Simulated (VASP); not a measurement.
Crystal: Ir.

```
CELL_PARAMETERS angstrom
2.72141 0.00000 0.00000
-1.36071 2.35681 0.00000
0.00000 0.00000 4.41203
ATOMIC_POSITIONS crystal
Ir 0.33333 0.66667 0.25000
Ir 0.66667 0.33333 0.75000
```

This isn't the form of Ir at room conditions, which is fcc.

Base run:

```yaml
Program: VASP 6.6.1
Functional: PBEsol
Potentials_or_basis: VASP PAW PBE potentials, release 64 (Ir)
Cutoff: 520 eV
k_mesh: 18 × 18 × 10
Occupations: gaussian, width 0.5 eV
Spin: no spin polarisation
```

Its results: band gap on the k mesh none (metal or under the smearing width); pressure 1.4 GPa.

Task: The run is repeated on the same cell with these changes: cutoff from 520 eV to 700 eV; occupations from gaussian, width 0.5 eV to gaussian, width 0.1 eV. What comes out?

Result: Band gap on the k mesh none (metal or under the smearing width); pressure 0.0 GPa.

Caveats: the PAW data sets were made with another functional, which shifts forces and pressure a little.

Not every run made on this cell is shown here.
